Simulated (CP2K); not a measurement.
CdTe in CP2K: the effect of functional

Crystal: CdTe.

```
CELL_PARAMETERS angstrom
4.53255 0.00000 0.00000
2.26628 3.92531 0.00000
2.26628 1.30844 3.70082
ATOMIC_POSITIONS crystal
Te 0.75000 0.75000 0.75000
Cd 0.00000 0.00000 0.00000
```

Alike in all runs:

```yaml
Program: CP2K 2026.2
Task: atomic charges
Potentials_or_basis: POTENTIAL_UZH Te GTH-PBE-q6, Cd GTH-PBE-q12; TZVP-MOLOPT-PBE-GTH basis
Density_cutoff: 9184 eV
k_mesh: 7 × 7 × 7
Occupations: fermi-dirac, width 0.05 eV
Spin: no spin polarisation
```

```csv
functional,gap on the mesh (eV),pressure (GPa)
PBE,?,?
LDA,0.61,1.9
PBEsol,0.73,2.9
revPBE,0.97,5.8
AM05,0.80,3.3
RPBE,1.01,6.1
TASK,1.21,3.6
```

**Question.** What does the run with functional PBE give?

**Answer.** gap on the mesh 0.88 eV; pressure 4.9 GPa.

Caveats: spin-orbit coupling is left out, which moves the levels of the heavy elements; the basis of atomic orbitals isn't converged, which shifts pressures, moduli and gaps; the potentials were made for another functional, which shifts forces and pressure (some runs).

